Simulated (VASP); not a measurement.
# WC (Qusongite) (P-6m2) in VASP: notebook

The runs below take WC (Qusongite) through single point, relaxation of cell and atoms, with PBE, RPBE, revPBE.

All numbers are computed with VASP 6.6.1; they aren't measurements. Logs are shortened: lines on timing, memory, paths and dates and some standing lists are left out, and cuts for length are marked.

## 1. The structure

Symmetry: P-6m2, No. 187, hexagonal system. Conventional cell: a = 2.907 Å, b = 2.907 Å, c = 2.837 Å, α = 90.00°, β = 90.00°, γ = 120.00°. Around W (site symmetry -6m2) lie 6 C at 2.20 Å. Around C (site symmetry -6m2) lie 6 W at 2.20 Å.

## 2. Single point, PBE

The input, INCAR:

```
ALGO = Normal
EDIFF = 1E-6
ENCUT = 520
GGA = PE
ISIF = 2
ISMEAR = 0
LASPH = T
LCHARG = F
LREAL = F
LWAVE = F
NBANDS = 16
NELM = 100
PREC = Accurate
SIGMA = 0.011
```

The input, KPOINTS:

```
k-points
0
Gamma
  10 10 9
```

The input, POSCAR:

```
WC
1.0
    2.9065000000      0.0000000000      0.0000000000
   -1.4532500000      2.5171028361      0.0000000000
    0.0000000000      0.0000000000      2.8366000000
W C
1 1
Direct
    0.0000000000      0.0000000000      0.0000000000
    0.6666666667      0.3333333333      0.5000000000
```

Potentials or basis: VASP PAW PBE potentials, release 64 (W_sv, C).

The run is started by

```
$ cat potpaw_PBE.64/W_sv/POTCAR potpaw_PBE.64/C/POTCAR > POTCAR
$ mpirun -np 1 vasp_std > vasp.out
```

OUTCAR:

```text
EDIFF = 1E-6
   ENCUT = 520
   GGA = PE
   ISIF = 2
   ISMEAR = 0
   LASPH = T
   LREAL = F
   NELM = 100
   PREC = Accurate

 ion  position               nearest neighbor table
   1  0.000  0.000  0.000-   2 2.20   2 2.20   2 2.20   2 2.20   2 2.20   2 2.20
   2  0.667  0.333  0.500-   1 2.20   1 2.20   1 2.20   1 2.20   1 2.20   1 2.20

  LATTYP: Found a hexagonal cell.
 ALAT       =     2.9065000000
 C/A-ratio  =     0.9759504559

  Lattice vectors:

 A1 = (   2.9065000000,   0.0000000000,   0.0000000000)
 A2 = (  -1.4532500000,   2.5171028361,   0.0000000000)
 A3 = (   0.0000000000,   0.0000000000,   2.8366000000)

Analysis of symmetry for initial positions (statically):
=====================================================================
 Subroutine PRICEL returns:
 Original cell was already a primitive cell.

 Routine SETGRP: Setting up the symmetry group for a
 hexagonal supercell.

 Subroutine GETGRP returns: Found 12 space group operations
 (whereof 12 operations were pure point group operations)
 out of a pool of 24 trial point group operations.

The static configuration has the point symmetry D_3h.

Analysis of symmetry for dynamics (positions and initial velocities):
=====================================================================
 Subroutine PRICEL returns:
 Original cell was already a primitive cell.

 Routine SETGRP: Setting up the symmetry group for a
 hexagonal supercell.

 Subroutine GETGRP returns: Found 12 space group operations
 (whereof 12 operations were pure point group operations)
 out of a pool of 24 trial point group operations.

The dynamic configuration has the point symmetry D_3h.

 Subroutine INISYM returns: Found 12 space group operations
 (whereof 12 operations are pure point group operations),
 and found     1 'primitive' translations

----------------------------------------------------------------------------------------

                                     Primitive cell

  volume of cell :      20.7525

  direct lattice vectors                    reciprocal lattice vectors
     2.906500000  0.000000000  0.000000000     0.344056425  0.198641070  0.000000000
    -1.453250000  2.517102836  0.000000000     0.000000000  0.397282139  0.000000000
     0.000000000  0.000000000  2.836600000     0.000000000  0.000000000  0.352534725

  length of vectors
     2.906500000  2.906500000  2.836600000     0.397282139  0.397282139  0.352534725

  position of ions in fractional coordinates (direct lattice)
     0.000000000  0.000000000  0.000000000
     0.666666667  0.333333333  0.500000000

  ion indices of the primitive-cell ions
   primitive index   ion index
                 1           1
                 2           2

----------------------------------------------------------------------------------------

 KPOINTS: k-points

Automatic generation of k-mesh.
 Grid dimensions read from file:
 generate k-points for:   10   10    9

 Generating k-lattice:

  Cartesian coordinates                     Fractional coordinates (reciprocal lattice)
     0.034405643  0.019864107  0.000000000     0.100000000  0.000000000  0.000000000
     0.000000000  0.039728214  0.000000000     0.000000000  0.100000000  0.000000000
     0.000000000  0.000000000  0.039170525     0.000000000  0.000000000  0.111111111

  Length of vectors
     0.039728214  0.039728214  0.039170525

  Shift w.r.t. Gamma in fractional coordinates (k-lattice)
     0.000000000  0.000000000  0.000000000

 Subroutine IBZKPT returns following result:
 ===========================================

 Found     70 irreducible k-points:

 Following reciprocal coordinates:
            Coordinates               Weight
  0.000000  0.000000  0.000000      1.000000
  0.100000  0.000000  0.000000      6.000000
  0.200000  0.000000  0.000000      6.000000
  0.300000  0.000000  0.000000      6.000000
  0.400000  0.000000  0.000000      6.000000
  0.500000  0.000000  0.000000      3.000000
[... 16 lines left out ...]
  0.300000  0.100000  0.111111     24.000000
  0.400000  0.100000  0.111111     24.000000
 [... further k-points ...]
   k-points           NKPTS =     70   k-points in BZ     NKDIM =     70   number of bands    NBANDS=     16
   number of dos      NEDOS =    301   number of ions     NIONS =      2
   total plane-waves  NPLWV =  13824
   dimension x,y,z NGX =    24 NGY =   24 NGZ =   24
   dimension x,y,z NGXF=    48 NGYF=   48 NGZF=   48
   ions per type =               1   1
   NGX,Y,Z   is equivalent  to a cutoff of  13.73, 13.73, 14.07 a.u.
   NGXF,Y,Z  is equivalent  to a cutoff of  27.46, 27.46, 28.13 a.u.
 SYSTEM =  unknown system
   PREC   = accura    normal or accurate (medium, high low for compatibility)
   ISTART =      0    job   : 0-new  1-cont  2-samecut
   ICHARG =      2    charge: 1-file 2-atom 10-const
   ISPIN  =      1    spin polarized calculation?
   LNONCOLLINEAR =      F non collinear calculations
   LSORBIT =      F    spin-orbit coupling
   LASPH  =      T    aspherical Exc in radial PAW
   ENCUT  =  520.0 eV  38.22 Ry    6.18 a.u.   5.40  5.40  5.27*2*pi/ulx,y,z
   NELM   =    100;   NELMIN=  2; NELMDL= -5     # of ELM steps
   EDIFF  = 0.1E-05   stopping-criterion for ELM
   LREAL  =      F    real-space projection
   EDIFFG = 0.1E-04   stopping-criterion for IOM
   NSW    =      0    number of steps for IOM
   IBRION =     -1    ionic relax: 0-MD 1-quasi-New 2-CG
   NFREE  =      0    steps in history (QN), initial steepest desc. (CG)
   ISIF   =      2    stress and relaxation
   ISYM   =      2    0-nonsym 1-usesym 2-fastsym
   POTIM  = 0.5000    time-step for ionic-motion
   TEBEG  =    0.0;   TEEND  =   0.0 temperature during run
   PSTRESS=    0.0 pullay stress
   NELECT =      18.0000    total number of electrons
   NUPDOWN=      -1.0000    fix difference up-down
   EMIN   =  10.00;   EMAX   =-10.00  energy-range for DOS
   EFERMI =   0.00;   METHOD = LEGACY
   ISMEAR =     0;   SIGMA  =   0.01  broadening in eV -4-tet -1-fermi 0-gaus
   EFERMI_NEDOS =   21; number of points for ismear=-14 and -15
   IALGO  =     38    algorithm
   IMIX   =      4    mixing-type and parameters
     AMIX     =   0.40;   BMIX     =  1.00
     AMIX_MAG =   1.60;   BMIX_MAG =  1.00
  volume/ion in A,a.u.               =      10.38        70.02
  Fermi-wavevector in a.u.,A,eV,Ry     =   1.561262  2.950358 33.164744  2.437540
  Thomas-Fermi vector in A             =   2.664353
   LORBIT       =      0    0 simple, 1 ext, 2 COOP (PROOUT), +10 PAW based schemes
   GGA     = PE    functional components
   LHFCALC =     F    Hartree Fock is set to
   AEXX    =    0.0000 exact exchange contribution
   IVDW    =     0    specifies the selected vdW correction
   LEPSILON=     F    determine dielectric tensor
   LRPA    =     F    only Hartree local field effects (RPA)
 non-spin polarized calculation
 Gauss-broadening in eV      SIGMA  =   0.01
  energy-cutoff  :      520.00
  volume of cell :       20.75
 maximum number of plane-waves:       580
 NGX is ok and might be reduce to    24
   NGX = 11   NGY = 11   NGZ = 11

 number of electron      18.0000000 magnetization

 Free energy of the ion-electron system (eV)
  ---------------------------------------------------
  ext. energy  EPLUGINS =         0.00000000
  ---------------------------------------------------
  free energy    TOTEN  =       -22.44516360 eV

  energy without entropy =      -22.44505668  energy(sigma->0) =      -22.44511014

 E-fermi :  11.0944     XC(G=0): -13.8002

 val. band max:       11.0942709262   @ k =   0.1000   0.0000   0.3333
 cond. band min:      11.1024901243   @ k =   0.4000   0.2000   0.0000
 fundamental gap:      0.0082191980
 Fermi energy:        11.0944323161

 k-point     1 :       0.0000    0.0000    0.0000
  band No.  band energies     occupation
      1     -62.9182      2.00000
      2     -26.9032      2.00000
      3     -26.7959      2.00000
      4     -26.7959      2.00000
      5      -3.3763      2.00000
      6       6.7675      2.00000
[... 8 lines left out ...]
     15      25.4226      0.00000
     16      27.8136      0.00000

 k-point     2 :       0.1000    0.0000    0.0000
  band No.  band energies     occupation
      1     -62.9126      2.00000
      2     -26.8927      2.00000
      3     -26.8777      2.00000
      4     -26.8144      2.00000
      5      -3.1159      2.00000
      6       6.7984      2.00000
[... 8 lines left out ...]
     15      24.9794      0.00000
     16      28.3595      0.00000

 k-point     3 :       0.2000    0.0000    0.0000
  band No.  band energies     occupation
      1     -62.8981      2.00000
      2     -27.0874      2.00000
      3     -26.8650      2.00000
      4     -26.8626      2.00000
      5      -2.3999      2.00000
      6       6.0697      2.00000
[... 8 lines left out ...]
     15      24.7984      0.00000
     16      29.5110      0.00000

 k-point     4 :       0.3000    0.0000    0.0000
  band No.  band energies     occupation
      1     -62.8801      2.00000
      2     -27.3380      2.00000
      3     -26.9215      2.00000
      4     -26.8306      2.00000
      5      -1.4120      2.00000
      6       5.0826      2.00000
[... 8 lines left out ...]
     15      25.7214      0.00000
     16      28.4005      0.00000
[... 324 lines left out ...]
 k-point    22 :       0.2000    0.1000    0.1111
  band No.  band energies     occupation
      1     -62.8816      2.00000
      2     -27.2225      2.00000
      3     -26.9289      2.00000
      4     -26.9132      2.00000
      5      -1.5514      2.00000
      6       5.6216      2.00000
[... 8 lines left out ...]
     15      24.7086      0.00000
     16      28.7787      0.00000

 k-point    23 :       0.3000    0.1000    0.1111
  band No.  band energies     occupation
      1     -62.8653      2.00000
      2     -27.4293      2.00000
      3     -26.9808      2.00000
      4     -26.8957      2.00000
      5      -0.6245      2.00000
      6       4.7478      2.00000
[... 8 lines left out ...]
     15      25.3597      0.00000
     16      27.6931      0.00000

 k-point    24 :       0.4000    0.1000    0.1111
  band No.  band energies     occupation
      1     -62.8553      2.00000
      2     -27.5542      2.00000
      3     -27.0222      2.00000
      4     -26.8750      2.00000
      5       0.0587      2.00000
      6       4.1809      2.00000
[... 8 lines left out ...]
     15      24.4774      0.00000
     16      28.5256      0.00000

 [... further k-points ...]
[... 5 lines left out ...]
  --------------------------------------------------------------------------------------
  -------------------------------------------------------------------------------------
  Total        0.8916071      0.8916071      0.8066957      0.0000000      0.0000000      0.0000000
  in kB       68.8358527     68.8358527     62.2803319      0.0000000      0.0000000      0.0000000
  external PRESSURE =      66.6506791 kB  Pullay stress =       0.0000000 kB

 VOLUME and BASIS-vectors are now :
 -----------------------------------------------------------------------------
  energy-cutoff  :      520.00
  volume of cell :       20.75
      direct lattice vectors                 reciprocal lattice vectors
     2.906500000  0.000000000  0.000000000     0.344056425  0.198641070  0.000000000
    -1.453250000  2.517102836  0.000000000     0.000000000  0.397282139  0.000000000
     0.000000000  0.000000000  2.836600000     0.000000000  0.000000000  0.352534725

 POSITION                                       TOTAL-FORCE (eV/Angst)
 -----------------------------------------------------------------------------------
      0.00000      0.00000      0.00000        -0.000000      0.000000      0.000000
      1.45325      0.83903      1.41830         0.000000      0.000000      0.000000
 -----------------------------------------------------------------------------------
    total drift:                                0.000000     -0.000000      0.000000

  FREE ENERGIE OF THE ION-ELECTRON SYSTEM (eV)
  ---------------------------------------------------
  free  energy   TOTEN  =       -22.4451635991 eV

  energy  without entropy=      -22.4450566764  energy(sigma->0) =      -22.44511014
```

Wall time 9.5 s (1 thread of Intel Xeon Platinum 8488C (Sapphire Rapids), shared host); peak memory 0.15 GiB.

What came out:

| Property | Result |
| --- | --- |
| Free energy | -22.4452 eV |
| Pressure | 6.7 GPa |
| Band gap on the k mesh | none (metal or under the smearing width) |

## 3. Relaxation of cell and atoms, RPBE

The input, INCAR:

```
SYSTEM = WC
PREC = Accurate
ENCUT = 600
EDIFF = 1E-6
ISMEAR = -1
SIGMA = 0.05
LREAL = .FALSE.
LASPH = .TRUE.
NELM = 60
ALGO = Normal
ISIF = 3
LWAVE = .FALSE.
LCHARG = .FALSE.
GGA = RP
IBRION = 2
NSW = 40
EDIFFG = -0.01
```

The input, KPOINTS:

```
regular mesh
0
G
  10 10 9
  0 0 0
```

POSCAR is that of step 2.

Potentials or basis: VASP PAW PBE potentials, release 64 (W_sv, C).

The run is started by

```
$ cat potpaw_PBE.64/W_sv/POTCAR potpaw_PBE.64/C/POTCAR > POTCAR
$ mpirun -np 1 vasp_std > vasp.out
```

It took 43 s on 1 thread of Intel Xeon Platinum 8488C (Sapphire Rapids), shared host; peak memory 0.17 GiB.

It converged, with:

- Free energy: -21.4130 eV
- Relaxed volume: 10.67 Å³/atom
- Relaxed cell: a = 2.936 Å, b = 2.936 Å, c = 2.858 Å, α = 90.00°, β = 90.00°, γ = 120.00°
- Space group after relaxing (to 0.05 Å): P-6m2 (No. 187)
- Energy gained by relaxing: 9.8 meV/atom
- Ionic steps: 9
- Pressure after relaxing: 0.0 GPa
- Band gap on the k mesh: none (metal or under the smearing width)

Step by step:
```
step  energy change (eV)  largest force (eV/Å)  pressure (GPa)  volume (Å³)
   1              0.0000                0.0000           10.97        20.75
   2              0.1081                0.0000          -23.48        22.96
   3             -0.0193                0.0000           -0.29        21.35
   4             -0.0193                0.0000           -0.02        21.33
   5             -0.0193                0.0000            0.16        21.32
   6             -0.0194                0.0000            0.20        21.33
   7             -0.0195                0.0000            0.22        21.33
   8             -0.0195                0.0000           -0.42        21.36
   9             -0.0195                0.0000            0.01        21.34
```

Final structure:
```
CELL_PARAMETERS angstrom
2.93602 0.00000 0.00000
-1.46801 2.54267 0.00000
0.00000 0.00000 2.85817
ATOMIC_POSITIONS crystal
W 0.00000 0.00000 0.00000
C 0.66667 0.33333 0.50000
```

Levels at points of the mesh, in eV from the Fermi level:
| k point | band 7 | band 8 | band 9 | band 10 | band 11 | band 12 |
| --- | --- | --- | --- | --- | --- | --- |
| (0.00, 0.00, 0.00) | -3.24 | -3.24 | 0.10 | 3.11 | 3.11 | 5.49 |
| (0.50, 0.00, 0.00) | -3.47 | -3.45 | -0.48 | 2.27 | 4.35 | 4.68 |

Caveat: the PAW data sets were made with another functional, which shifts forces and pressure a little. RPBE and its kin give volumes clearly too large for solids.

## 4. Relaxation of cell and atoms, revPBE

The input, INCAR:

```
ALGO = Normal
EDIFF = 1E-7
EDIFFG = -0.005
ENCUT = 600
GGA = RE
IBRION = 2
ISIF = 3
ISMEAR = -1
LASPH = T
LCHARG = F
LREAL = F
LWAVE = F
NELM = 60
NSW = 60
PREC = Accurate
SIGMA = 0.05
```

The input, KPOINTS:

```
k-points
0
Gamma
  10 10 9
```

POSCAR is that of step 3.

The run is started by

```
$ cat potpaw_PBE.64/W_sv/POTCAR potpaw_PBE.64/C/POTCAR > POTCAR
$ mpirun -np 1 vasp_std > vasp.out
```

Wall time 34 s (1 thread of Intel Xeon Platinum 8488C (Sapphire Rapids), shared host); peak memory 0.16 GiB.

The run converged. Its results:

- Free energy: -21.6015 eV
- Relaxed volume: 10.64 Å³/atom
- Relaxed cell: a = 2.933 Å, b = 2.933 Å, c = 2.856 Å, α = 90.00°, β = 90.00°, γ = 120.00°
- Space group after relaxing (to 0.05 Å): P-6m2 (No. 187)
- Energy gained by relaxing: 7.8 meV/atom
- Ionic steps: 6
- Pressure after relaxing: 0.0 GPa
- Band gap on the k mesh: none (metal or under the smearing width)

The path:
| step | energy change (eV) | largest force (eV/Å) | pressure (GPa) | volume (Å³) |
| --- | --- | --- | --- | --- |
| 1 | 0.0000 | 0.0000 | 9.80 | 20.75 |
| 2 | 0.0881 | 0.0000 | -21.59 | 22.72 |
| 3 | -0.0154 | 0.0000 | -0.24 | 21.28 |
| 4 | -0.0154 | 0.0000 | -0.01 | 21.27 |
| 5 | -0.0155 | 0.0000 | 0.01 | 21.28 |
| 6 | -0.0156 | 0.0000 | 0.00 | 21.27 |

Final structure:
```
W C
1.0
     2.93299    0.00000    0.00000
    -1.46650    2.54005    0.00000
     0.00000    0.00000    2.85558
W C
1 1
Direct
  0.00000 0.00000 0.00000
  0.66667 0.33333 0.50000
```

Levels at points of the mesh, in eV from the Fermi level:
```csv
k point,band 6,band 7,band 8,band 9,band 10,band 11,band 12,band 13
"(0.00, 0.00, 0.00)",-4.17,-3.25,-3.25,0.10,3.13,3.13,5.50,5.50
"(0.50, 0.00, 0.00)",-6.94,-3.49,-3.46,-0.48,2.28,4.37,4.70,6.73
```

Caveat: the PAW data sets were made with another functional, which shifts forces and pressure a little. The run has no spin-orbit coupling, so splittings on W are missing.

## 5. Summary

```tsv
task	level	cell	cutoff (eV)	smearing	gap on the mesh (eV)	pressure (GPa)	relaxed volume (Å³/atom)
single point	PBE	as given	520	gaussian 0.011 eV	none	6.7	-
relaxation of cell and atoms	RPBE	relaxed	600	fermi-dirac 0.05 eV	none	0.0	10.67
relaxation of cell and atoms	revPBE	relaxed	600	fermi-dirac 0.05 eV	none	0.0	10.64
```

Alike in all rows: potentials or basis VASP PAW PBE potentials, release 64 (W_sv, C); no spin polarisation; k mesh 10 × 10 × 9.

Caveats: the PAW data sets were made with another functional, which shifts forces and pressure a little (some runs).

Absolute energies hang on the potentials; compare differences alone.
